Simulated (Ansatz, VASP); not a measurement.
## One calculation of AgCl, two programs

```
Ag Cl
1.0
     3.30359   -0.08703   -0.08703
    -0.08703    3.30359   -0.08703
    -0.08703   -0.08703    3.30359
Ag Cl
1 1
Cartesian
  0.0000 0.0000 0.0000
  1.5648 1.5648 1.5648
```

Alike in both runs: task single point; functional PBEsol; k mesh 12 × 12 × 12; occupations gaussian, width 0.05 eV; no spin polarisation.

|  | VASP | Ansatz |
| --- | --- | --- |
| version | VASP 6.6.1 | Ansatz 0.2.0 |
| potentials or method | VASP PAW PBE potentials, release 64 (Ag, Cl) | scalar-relativistic, plane waves, PAW |
| plane-wave cutoff (eV) | 520 | 420 |
| valence electrons in the cell | 18 | 26 |

```tsv
	VASP	Ansatz	Ansatz less VASP
gap on the k mesh at the Fermi level (eV)	0.31	0.31	-0.001
least direct gap on the mesh (eV)	2.33	2.32	-0.003
pressure (GPa)	2.1	2.2	+0.13
largest component of the traceless stress (GPa)	0.43	0.42	-0.011
```

The functional is the same, so the differences come from potentials, cutoffs and numerics. The two sets of potentials don't hold the same shells in valence.

Caveats: the PAW data sets were made with another functional, which shifts forces and pressure a little (VASP).
